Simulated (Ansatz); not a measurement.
Here is an Ansatz input file for BN, space group Cm. Write the same calculation for the Python package.

```yaml
crystal:
  lattice:
    - [6.554491, -1.255991, 0.0]
    - [6.554491, 1.255991, 0.0]
    - [-0.039836, 0.0, 4.398323]
  atoms:
    - { symbol: B, position: [8.3e-05, 8.3e-05, 0.998824] }
    - { symbol: B, position: [0.200011, 0.200011, 0.427702] }
    - { symbol: B, position: [0.865753, 0.865753, 0.380575] }
    - { symbol: B, position: [0.531531, 0.531531, 0.498282] }
    - { symbol: "N", position: [0.980768, 0.980768, 0.343106] }
    - { symbol: "N", position: [0.506155, 0.506155, 0.843164] }
    - { symbol: "N", position: [0.646895, 0.646895, 0.443798] }
    - { symbol: "N", position: [0.312302, 0.312302, 0.393049] }
accuracy: low
kpoints:
  mp_grid:
    grid: [4, 4, 2]
    shift: [0.5, 0.5, 0.5]
  band_path:
    path:
      - [-0.74082, -0.25918, 0.0]
      - [-0.5, -0.5, 0.0]
      - [0.0, 0.0, 0.0]
      - [-0.5, -0.5, 0.5]
      - [-0.74107, -0.25893, 0.5]
    npoints: 8
hamiltonian:
  xc: r2scan
scf:
  n_extra_bands: 10
  convergence:
    dr2_threshold: 1.0e-09
  occupations:
    method: fixed
  initial_density:
    normalization: cell
output:
  write_density: true
```

`bands_bn.py`
```python
# -*- coding: utf-8 -*-
'''Band structure of BN.'''

import warnings

import ansatz as az
import numpy as np
from pymatgen.core import Structure
from scipy.ndimage import map_coordinates

config = {
    'scf_tol': 1e-09,
    'mesh': (4, 4, 2),
    'xc': 'r2SCAN',
    'occupations': 'fixed',
    'extra_bands': 10,
}


def main():
    warnings.simplefilter('ignore', az.DeckWarning)

    xtal = (
        az.Lattice.of((6.554491, -1.255991, 0.0), (6.554491, 1.255991, 0.0), (-0.039836, 0.0, 4.398323))
        .atom('B', (8.3e-05, 8.3e-05, 0.998824))
        .atom('B', (0.200011, 0.200011, 0.427702))
        .atom('B', (0.865753, 0.865753, 0.380575))
        .atom('B', (0.531531, 0.531531, 0.498282))
        .atom('N', (0.980768, 0.980768, 0.343106))
        .atom('N', (0.506155, 0.506155, 0.843164))
        .atom('N', (0.646895, 0.646895, 0.443798))
        .atom('N', (0.312302, 0.312302, 0.393049))
    )

    # vertices of the path, as fractions of the reciprocal vectors
    path = [
        ('C_2', (-0.74082, -0.25918, 0.0)),
        ('Y_2', (-0.5, -0.5, 0.0)),
        ('G', (0.0, 0.0, 0.0)),
        ('M_2', (-0.5, -0.5, 0.5)),
        ('D', (-0.74107, -0.25893, 0.5)),
    ]
    setup = (
        xtal.calculation()
        .scf(tolerance=config['scf_tol'])
        .kpoints(*config['mesh'], shift=0.5)
        .functional(config['xc'])
        .occupations(config['occupations'])
        .accuracy('low')
        .initial_density(normalization='cell')
        .band_structure([point for _, point in path], intervals=8)
        .scf(extra_bands=config['extra_bands'])
        .density()
    )
    res = setup.run()
    rep = res.report

    print(f'free energy      {rep["free_energy_ev"]:.5f} eV')
    print(f'per atom         {rep["free_energy_ev"] / len(res.lattice.sites):.5f} eV')
    print(f'SCF iterations   {rep["n_iterations"]}  (converged: {rep["converged"]})')

    final = Structure(res.lattice.cell_ang, [s.symbol for s in res.lattice.sites], [s.position_frac for s in res.lattice.sites])
    # the grid holds the pseudo-density, which differs from the true one inside the cores
    rho = res.density()
    total = sum(channel.density_e_per_ang3 for channel in rho.channels[:2])
    grid_cell = np.asarray(rho.fft_grid_basis) @ res.lattice.cell_ang
    partner = min(final.get_neighbors(final[0], 5.0), key=lambda n: n.nn_distance)
    line = np.linspace(final[0].coords, partner.coords, 13)
    points = (line @ np.linalg.inv(grid_cell)) * rho.dims
    values = map_coordinates(total, points.T, order=3, mode='grid-wrap')
    print(f'from {final[0].specie} to {partner.specie}, {partner.nn_distance:.3f} A')
    for t, value in zip(np.linspace(0, partner.nn_distance, 13), values):
        print(f'{t:7.3f} A  {value:9.4f} e/A^3')

    bands = res.band_structure()
    fermi = bands.fermi_energy_ev
    print(f'zero of the bands: {fermi:.3f} eV, the Fermi level found on the SCF mesh')
    for spin, channel in enumerate(bands.channels):
        print('channel', spin, '- computed levels within 4 eV of the Fermi level')
        for i, (label, _) in enumerate(path):
            levels = channel.eigenvalues_ev[i * 8] - fermi
            print(f'  {label:3s}', ' '.join(f'{e:7.3f}' for e in levels if abs(e) < 4))


if __name__ == '__main__':
    main()
```

```console
$ python bands_bn.py
free energy      -2175.32562 eV
per atom         -271.91570 eV
SCF iterations   11  (converged: True)
from B to N, 1.433 A
  0.000 A     0.2128 e/A^3
  0.119 A     0.3300 e/A^3
  0.239 A     0.6218 e/A^3
  0.358 A     0.9691 e/A^3
  0.478 A     1.2815 e/A^3
  0.597 A     1.5631 e/A^3
  0.717 A     1.8828 e/A^3
  0.836 A     2.3418 e/A^3
  0.955 A     2.9774 e/A^3
  1.075 A     3.5631 e/A^3
  1.194 A     3.7709 e/A^3
  1.314 A     3.6244 e/A^3
  1.433 A     3.5061 e/A^3
zero of the bands: 5.346 eV, the Fermi level found on the SCF mesh
channel 0 - computed levels within 4 eV of the Fermi level
  C_2  -1.862  -0.860  -0.308   3.498
  Y_2  -3.824  -3.317  -3.078  -2.490  -1.778  -1.542
  G    -3.380  -3.158  -1.708  -1.305  -1.292
  M_2  -3.825  -3.095  -2.957  -2.484  -2.276
  D    -2.223  -1.249   0.062   2.163
```

What to keep in mind:
- These settings explore the input space; cutoff and mesh may be short of convergence.
- With fixed filling the reported Fermi level is the top filled level among the k-points of the SCF.
- Energy and stress may still move on a finer k-point mesh.
- Grid values close to the nuclei reflect the PAW or pseudopotential construction, not the all-electron fields.
- The structure comes from a database of computed cells and needn't be a stable or known phase.
- Gaps and levels are Kohn-Sham values on a finite set of k-points.
- Timing: 12 s on 1 thread of Arm Neoverse V2, on a shared host, peak memory 0.41 GiB.

(A comment or docstring line of the script was reworded after the run, the code is as it ran; lines on the test bed's own set-up are left out of the output.)
